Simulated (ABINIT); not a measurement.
# TiC (Fm-3m) in ABINIT: a series of runs

One crystal, TiC, is run at these levels: RPBE+D3(BJ), SOGGA, RPBE; tasks: equation of state, band structure.

All numbers are computed with ABINIT 10.8.3 (patched build); they aren't measurements. Logs are shortened: lines on timing, memory, paths and dates and some standing lists are left out, and cuts for length are marked. The log counts tension as positive stress, the text compression.

## 1. Starting point

The structure is cubic, space group Fm-3m (No. 225). The conventional cell has a = 4.331 Å, b = 4.331 Å, c = 4.331 Å, α = 90.00°, β = 90.00°, γ = 90.00°. Ti (site symmetry m-3m) is surrounded by 6 C at 2.17 Å. C (site symmetry m-3m) has 6 Ti at 2.17 Å as nearest neighbours.

The cell is a database's computed one.

## 2. Equation of state, RPBE+D3(BJ)

run.py reads:

```python
import json, os
import numpy as np
from ase.eos import EquationOfState
from ase.units import GPa
from ase.calculators.mixing import SumCalculator
from dftd3.ase import DFTD3
from ase.calculators.abinit import Abinit, AbinitProfile
from ase import Atoms

atoms = Atoms(['Ti', 'C'],
              cell=[[0.0, 2.1657188437, 2.1657188437], [2.1657188437, 0.0, 2.1657188437], [2.1657188437, 2.1657188437, 0.0]],
              scaled_positions=[[0.0, 0.0, 0.0], [0.5, 0.5, 0.5]],
              pbc=True)

profile = AbinitProfile(command='abinit', pp_paths=[os.path.abspath('pseudos')])
params = dict(
    pps='pawxml', xc='PBE',
    ecut=517.0163,
    pawecutdg=1034.0327,
    kptopt=1,
    ngkpt=[11, 11, 11],
    nshiftk=1,
    shiftk=[0.0, 0.0, 0.0],
    ixc=15,
    nband=12,
    occopt=3,
    tsmear=0.05,
    nstep=100,
    tolvrs=1e-09,
    prtwf=0,
    prtden=0,
)

cell0 = atoms.cell.copy()
volumes, energies = [], []
for i, x in enumerate([0.94, 0.96, 0.98, 1.0, 1.02, 1.04, 1.06]):
    atoms.set_cell(cell0 * x ** (1 / 3), scale_atoms=True)
    atoms.calc = SumCalculator([Abinit(profile=profile, directory=f'v{i}', **params), DFTD3(method='rpbe', damping='d3bj')])
    volumes.append(atoms.get_volume() / len(atoms))
    dft, disp = atoms.calc.mixer.calcs
    energies.append((dft.get_property('free_energy', atoms) + disp.get_property('energy', atoms)) / len(atoms))
    print(f'{x:5.2f} {volumes[-1]:10.5f} A^3/atom {energies[-1]:14.6f} eV/atom', flush=True)
    json.dump(dict(volumes=volumes, energies=energies), open('results.json', 'w'))
v0, e0, b0 = EquationOfState(volumes, energies, eos='vinet').fit()
print(f'V0 {v0:.4f} A^3/atom  E0 {e0:.6f} eV/atom  B0 {b0 / GPa:.2f} GPa')
```

Potentials or basis: JTH PAW PBE v2.0.

On the command line:

```bash
> python run.py
```

The log of the run:

```text
0.94    9.54848 A^3/atom    -878.505930 eV/atom
 0.96    9.75164 A^3/atom    -878.475891 eV/atom
 0.98    9.95479 A^3/atom    -878.439569 eV/atom
 1.00   10.15795 A^3/atom    -878.397663 eV/atom
 1.02   10.36111 A^3/atom    -878.350722 eV/atom
 1.04   10.56427 A^3/atom    -878.299579 eV/atom
 1.06   10.76743 A^3/atom    -878.244817 eV/atom
V0 8.9413 A^3/atom  E0 -878.548006 eV/atom  B0 369.71 GPa
```

abinit.in:

```text
ecut 517.0163 eV
ixc 15
kptopt 1
natom 2
nband 12
ngkpt
11 11 11
nshiftk 1
nsppol 1
nstep 100
occopt 3
pawecutdg 1034.0327 eV
prtden 0
prtwf 0
shiftk
0.0 0.0 0.0
tolvrs 1e-09
tsmear 0.05 eV
#Definition of the unit cell
acell
1.00000000000000 1.00000000000000 1.00000000000000 Angstrom
rprim
0.00000000000000 2.20819470279794 2.20819470279794
2.20819470279794 0.00000000000000 2.20819470279794
2.20819470279794 2.20819470279794 0.00000000000000
chkprim 0 # Allow non-primitive cells
#Definition of the atom types
ntypat 2
znucl 6 22
#Enumerate different atomic species
typat
 2 1
pseudos "./pseudos/C.GGA_PBE-JTH.xml,
./pseudos/Ti.GGA_PBE-JTH.xml"
#Definition of the atoms
xcart
0.00000000000000 0.00000000000000 0.00000000000000
4.17288322081197 4.17288322081197 4.17288322081197
chkexit 1 # abinit.exit file in the running directory terminates after the current SCF
```

abinit.abo:

```text
.Version 10.8.3 of ABINIT
 Symmetries : space group Fm -3 m (#225); Bravais cF (face-center cubic)
================================================================================
 Values of the parameters that define the memory need of the present run
     intxc =       0    ionmov =       0      iscf =      17    lmnmax =      18
     lnmax =       6     mgfft =      24  mpssoang =       3    mqgrid =    3001
     natom =       2  nloc_mem =       2    nspden =       1   nspinor =       1
    nsppol =       1      nsym =      48    n1xccc =       1    ntypat =       2
    occopt =       3   xclevel =       2
       mpw =         584          nfft =       13824          nkpt =          56
 PAW method is used; the additional fine FFT grid is defined by:
   mgfftf=        36    nfftf =     46656
================================================================================
================================================================================

--------------------------------------------------------------------------------
------------- Echo of variables that govern the present computation ------------
--------------------------------------------------------------------------------
 -outvars: echo values of preprocessed input variables --------
            acell      1.8897261259E+00  1.8897261259E+00  1.8897261259E+00 Bohr
              amu      1.20110000E+01  4.78800000E+01
          chkexit           1
          chkprim           0
             ecut      1.89999986E+01 Hartree
                       outvar_i_n : Printing only first  50 k-points.
              ixc          15
                       outvar_i_n : Printing only first  50 k-points.
         kptrlatt       11    0    0      0   11    0      0    0   11
          kptrlen      6.49148285E+01
            natom           2
            nband          12
            ngfft          24      24      24
          ngfftdg          36      36      36
             nkpt          56
            nstep         100
             nsym          48
           ntypat           2
                       prtocc : prtvol=0, do not print more k-points.
           occopt           3
        pawecutdg      3.80000008E+01 Hartree
         pawxcdev           0
           prtden           0
            prtwf           0
            rprim      0.0000000000E+00  2.2081947028E+00  2.2081947028E+00
                       2.2081947028E+00  0.0000000000E+00  2.2081947028E+00
                       2.2081947028E+00  2.2081947028E+00  0.0000000000E+00
          spgroup         225
           tolvrs      1.00000000E-09
           tsmear      1.83746611E-03 Hartree
            typat      2  1
           useylm           1
                       outvars : Printing only first  50 k-points.
           xangst      0.0000000000E+00  0.0000000000E+00  0.0000000000E+00
                       2.2081947028E+00  2.2081947028E+00  2.2081947028E+00
            xcart      0.0000000000E+00  0.0000000000E+00  0.0000000000E+00
                       4.1728832210E+00  4.1728832210E+00  4.1728832210E+00
             xred      0.0000000000E+00  0.0000000000E+00  0.0000000000E+00
                       5.0000000000E-01  5.0000000000E-01  5.0000000000E-01
            znucl        6.00000   22.00000

================================================================================

 chkinp: Checking input parameters for consistency.

================================================================================
== DATASET  1 ==================================================================

--- !DatasetInfo
iteration_state: {dtset: 1, }
dimensions: {natom: 2, nkpt: 56, mband: 12, nsppol: 1, nspinor: 1, nspden: 1, mpw: 584, }
cutoff_energies: {ecut:  19.0, pawecutdg:  38.0, }
electrons: {nelect:   1.60000000E+01, charge:   0.00000000E+00, occopt:   3.00000000E+00, tsmear:   1.83746611E-03, }
meta: {optdriver: 0, ionmov: 0, optcell: 0, iscf: 17, paral_kgb: 0, }
...

 Exchange-correlation functional for the present dataset will be:
  GGA: RPBE functional - ixc=15
[... 91 lines left out ...]
cartesian_forces: # hartree/bohr
- [ -0.00000000E+00,  -0.00000000E+00,  -0.00000000E+00, ]
- [ -0.00000000E+00,  -0.00000000E+00,  -0.00000000E+00, ]
force_length_stats: {min:   0.00000000E+00, max:   0.00000000E+00, mean:   0.00000000E+00, }
...

 Integrated electronic density in atomic spheres:
 ------------------------------------------------
 Atom  Sphere_radius  Integrated_density
    1        2.30803         10.23173291
    2        1.50737          2.37785644

================================================================================

 ----iterations are completed or convergence reached----

 Mean square residual over all n,k,spin=   26.828E-08; max=  13.849E-05
 reduced coordinates (array xred) for    2 atoms
       0.000000000000      0.000000000000      0.000000000000
       0.500000000000      0.500000000000      0.500000000000
 rms dE/dt=  0.0000E+00; max dE/dt=  0.0000E+00; dE/dt below (all hartree)
    1       0.000000000000      0.000000000000      0.000000000000
    2       0.000000000000      0.000000000000      0.000000000000

 cartesian coordinates (angstrom) at end:
    1      0.00000000000000     0.00000000000000     0.00000000000000
    2      2.20819470279794     2.20819470279794     2.20819470279794

 cartesian forces (hartree/bohr) at end:
    1     -0.00000000000000    -0.00000000000000    -0.00000000000000
    2     -0.00000000000000    -0.00000000000000    -0.00000000000000
 frms,max,avg= 0.0000000E+00 0.0000000E+00   0.000E+00  0.000E+00  0.000E+00 h/b

 cartesian forces (eV/Angstrom) at end:
    1     -0.00000000000000    -0.00000000000000    -0.00000000000000
    2     -0.00000000000000    -0.00000000000000    -0.00000000000000
 frms,max,avg= 0.0000000E+00 0.0000000E+00   0.000E+00  0.000E+00  0.000E+00 e/A
 length scales=  1.889726125908  1.889726125908  1.889726125908 bohr
              =  1.000000000000  1.000000000000  1.000000000000 angstroms
 Fermi (or HOMO) energy (hartree) =   0.31281   Average Vxc (hartree)=  -0.44021
 Eigenvalues (hartree) for nkpt=  56  k points:
 kpt#   1, nband= 12, wtk=  0.00075, kpt=  0.0000  0.0000  0.0000 (reduced coord)
  -1.77949   -0.89694   -0.89694   -0.89694   -0.13762    0.33585    0.33585    0.33585
   0.36904    0.36904    0.36934    0.36934
      occupation numbers for kpt#   1
   2.00000    2.00000    2.00000    2.00000    2.00000    0.00001    0.00001    0.00001
   0.00000    0.00000    0.00000    0.00000
 prteigrs : prtvol=0 or 1, do not print more k-points.

--- !EnergyTerms
iteration_state     : {dtset: 1, }
comment             : Components of total free energy in Hartree
kinetic             :  1.09113149060812E+01
hartree             :  1.11916964276037E+01
xc                  : -5.40687677640750E+00
Ewald energy        : -5.02166154921198E+01
psp_core            :  3.28861968166433E+00
local_psp           : -3.48121455554097E+01
PAW spherical_terms :  6.50655500501683E-01
internal            : -6.43933513080861E+01
'-kT*entropy'       : -9.07982053178572E-05
total_energy        : -6.43934421062914E+01
total_energy_eV     : -1.75223482486251E+03
...

--- !EnergyTermsDC
iteration_state     : {dtset: 1, }
comment             : '"Double-counting" decomposition of free energy'
band_energy         : -7.79287466225950E+00
Ewald energy        : -5.02166154921198E+01
psp_core            :  3.28861968166433E+00
xc_dc               : -1.07555327998111E+01
PAW spherical_terms :  1.08305144328154E+00
internal            : -6.43933518292446E+01
'-kT*entropy'       : -9.07982053178572E-05
total_energy_dc     : -6.43934426274499E+01
total_energy_dc_eV  : -1.75223483904396E+03
...

--- !EnergyTermsWithPAWCore
iteration_state     : {dtset: 1, }
comment             : 'Components of total free energy, including PAW core contributions'
Total energy        : -8.92179528959635E+02
Total energy DC     : -8.92179529480794E+02
Total energy (eV)   : -2.42774417632780E+04
Total energy DC (eV): -2.42774417774595E+04
...

 Cartesian components of stress tensor (hartree/bohr^3)
  sigma(1 1)=  2.83154640E-04  sigma(3 2)=  0.00000000E+00
  sigma(2 2)=  2.83154640E-04  sigma(3 1)=  0.00000000E+00
  sigma(3 3)=  2.83154640E-04  sigma(2 1)=  0.00000000E+00

-Cartesian components of stress tensor (GPa)         [Pressure= -8.3307E+00 GPa]
- sigma(1 1)=  8.33069711E+00  sigma(3 2)=  0.00000000E+00
- sigma(2 2)=  8.33069711E+00  sigma(3 1)=  0.00000000E+00
- sigma(3 3)=  8.33069711E+00  sigma(2 1)=  0.00000000E+00

== END DATASET(S) ==============================================================
================================================================================

 -outvars: echo values of variables after computation  --------
            acell      1.8897261259E+00  1.8897261259E+00  1.8897261259E+00 Bohr
           etotal     -6.4393442627E+01
            fcart     -0.0000000000E+00 -0.0000000000E+00 -0.0000000000E+00
                      -0.0000000000E+00 -0.0000000000E+00 -0.0000000000E+00
            rprim      0.0000000000E+00  2.2081947028E+00  2.2081947028E+00
                       2.2081947028E+00  0.0000000000E+00  2.2081947028E+00
                       2.2081947028E+00  2.2081947028E+00  0.0000000000E+00
           strten      2.8315463950E-04  2.8315463950E-04  2.8315463950E-04
                       0.0000000000E+00  0.0000000000E+00  0.0000000000E+00
           xangst      0.0000000000E+00  0.0000000000E+00  0.0000000000E+00
                       2.2081947028E+00  2.2081947028E+00  2.2081947028E+00
             xred      0.0000000000E+00  0.0000000000E+00  0.0000000000E+00
                       5.0000000000E-01  5.0000000000E-01  5.0000000000E-01
 Calculation completed.
```

Wall time 1.9 min (1 thread of Arm Neoverse V1, shared host); peak memory 0.11 GiB.

Results:

```yaml
Equilibrium_volume: "8.95 Å³/atom (rough: see the caveat)"
Bulk_modulus: 375 GPa (rough)
```

Energy against volume, from the lowest point:
```csv
volume (Å³/atom),energy (meV/atom)
9.548,0.00
9.752,30.04
9.955,66.36
10.158,108.27
10.361,155.21
10.564,206.35
10.767,261.11
```

Caveat: pressures at fixed basis lie under the slope of the energies; the minimum lies outside the volumes run; the log and the count of SCF iterations are those of the last ABINIT call alone; the PAW data sets were made with another functional, which shifts forces and pressure a little.

## 3. Band structure, SOGGA

run.abi reads:

```
# Datasets: ground state, then fixed potential
ndtset 2

# Pseudopotentials
pp_dirpath "./"
pseudos "Ti.GGA_PBE-JTH.xml, C.GGA_PBE-JTH.xml"

# Structure
acell 3*1.0
rprim
     0.0000000000     4.0926154775     4.0926154775
     4.0926154775     0.0000000000     4.0926154775
     4.0926154775     4.0926154775     0.0000000000
ntypat 2
znucl 22 6
natom 2
typat 1 2
xred
     0.0000000000     0.0000000000     0.0000000000
     0.5000000000     0.5000000000     0.5000000000

# Plane-wave basis
ecut 19.0
pawecutdg 38.0

# Exchange and correlation
ixc -150130

# Bands and occupations
occopt 3
tsmear 0.00183747

# SCF cycle
nstep 100

# Output
iomode 3
prtwf 0
prteig 0
prtebands 0
enunit 1
prtden1 1

# Dataset 1
kptopt1 1
ngkpt1 11 11 11
nshiftk1 1
shiftk1 0.0 0.0 0.0
nband1 12
tolvrs1 1.0e-9

# Dataset 2: bands along G-X-W-K-G-L-U-W-L-K
iscf2 -2
getden2 1
nband2 18
nbdbuf2 4
tolwfr2 1.0e-11
kptopt2 -9
ndivsm2 5
prteig2 1
prtvol2 -3
kptbounds2
     0.0000000000     0.0000000000     0.0000000000
     0.5000000000     0.0000000000     0.5000000000
     0.5000000000     0.2500000000     0.7500000000
     0.3750000000     0.3750000000     0.7500000000
     0.0000000000     0.0000000000     0.0000000000
     0.5000000000     0.5000000000     0.5000000000
     0.6250000000     0.2500000000     0.6250000000
     0.5000000000     0.2500000000     0.7500000000
     0.5000000000     0.5000000000     0.5000000000
     0.3750000000     0.3750000000     0.7500000000
```

Potentials or basis: JTH PAW PBE v2.0.

On the command line:

```bash
> abinit run.abi > log 2>&1
```

run.abo:

```text
.Version 10.8.3 of ABINIT
 DATASET    1 : space group Fm -3 m (#225); Bravais cF (face-center cubic)
================================================================================
 Values of the parameters that define the memory need for DATASET  1.
     intxc =       0    ionmov =       0      iscf =      17    lmnmax =      18
     lnmax =       6     mgfft =      24  mpssoang =       3    mqgrid =    3001
     natom =       2  nloc_mem =       2    nspden =       1   nspinor =       1
    nsppol =       1      nsym =      48    n1xccc =       1    ntypat =       2
    occopt =       3   xclevel =       2
       mpw =         556          nfft =       13824          nkpt =          56
 PAW method is used; the additional fine FFT grid is defined by:
   mgfftf=        36    nfftf =     46656
================================================================================
================================================================================

 DATASET    2 : space group Fm -3 m (#225); Bravais cF (face-center cubic)
[... 1323 lines left out ...]
  10.36113   12.09434   12.79391   14.42308   14.53284   21.50763   22.90758   23.41320
  28.74655   30.60901

== END DATASET(S) ==============================================================
================================================================================

 -outvars: echo values of variables after computation  --------
            acell      1.0000000000E+00  1.0000000000E+00  1.0000000000E+00 Bohr
           etotal1    -6.4329713885E+01
            fcart1    -0.0000000000E+00 -0.0000000000E+00 -0.0000000000E+00
                      -0.0000000000E+00 -0.0000000000E+00 -0.0000000000E+00
            rprim      0.0000000000E+00  4.0926154775E+00  4.0926154775E+00
                       4.0926154775E+00  0.0000000000E+00  4.0926154775E+00
                       4.0926154775E+00  4.0926154775E+00  0.0000000000E+00
           strten1     2.6217265325E-04  2.6217265325E-04  2.6217265325E-04
                       0.0000000000E+00  0.0000000000E+00  0.0000000000E+00
           xangst      0.0000000000E+00  0.0000000000E+00  0.0000000000E+00
                       2.1657188422E+00  2.1657188422E+00  2.1657188422E+00
             xred      0.0000000000E+00  0.0000000000E+00  0.0000000000E+00
                       5.0000000000E-01  5.0000000000E-01  5.0000000000E-01
 Calculation completed.
```

Wall time 37 s (1 thread of Arm Neoverse V1, shared host); peak memory 0.11 GiB.

What came out:

```
Free energy                                           : -1750.5007 eV
Pressure                                              : -7.7 GPa
Band gap on the k mesh                                : none (metal or under the smearing width)
Valence electrons inside the program's atomic spheres : Ti 10.37; C 2.40
```

Levels at the corners of the path, in eV from the Fermi level:
```
point  band 6  band 7  band 8  band 9  band 10  band 11
    Γ    0.61    0.61    0.61    1.66     1.66     1.66
    X   -3.53   -1.77   -0.08   -0.08     2.73     3.52
    W   -3.26   -3.26   -2.77    2.76     2.76     3.52
    K   -3.59   -3.46   -1.76    1.40     3.13     3.83
    Γ    0.61    0.61    0.61    1.66     1.66     1.66
    L   -5.99   -2.95   -2.95    2.91     2.91     4.10
    U   -3.59   -3.46   -1.76    1.40     3.13     3.83
    W   -3.26   -3.26   -2.77    2.76     2.76     3.52
    L   -5.99   -2.95   -2.95    2.91     2.91     4.10
    K   -3.59   -3.46   -1.76    1.40     3.13     3.83
```

Caveat: the PAW data sets were made with another functional, which shifts forces and pressure a little.

[end of part 1 of 2]
